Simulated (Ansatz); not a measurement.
# Notes on O

```xyz
1
Lattice="-1.2270 1.2270 1.2270 1.2270 -1.2270 1.2270 1.2270 1.2270 -1.2270" Properties=species:S:1:pos:R:3 pbc="T T T"
O     0.0000    0.0000    0.0000
```

Single point in Ansatz 0.2.0 with PBE, no spin polarisation. Cutoff 420 eV, PAW datasets, 14×14×14 Γ-centred k mesh, methfessel-paxton filling (width 0.1112 eV).

Electronic structure: It is a metal, with about 0.85 states/eV a cell as the mean within 0.25 eV of the Fermi level, mostly O p (99 %).
Stress: The pressure is 8.8 GPa (compression positive), so with the atoms held at these fractions the cell would first expand.
Contacts: O–O at 2.13 Å: least valence density 0.34 e/Å³ and ELF 0.17 there. Both are smooth PAW fields, read partly inside the augmentation spheres.

Origin: a known structure type with other elements, at an estimated volume, so it need not be a known compound. Caveats: many states at the Fermi level without spin polarisation, so a magnetic state may lie lower.
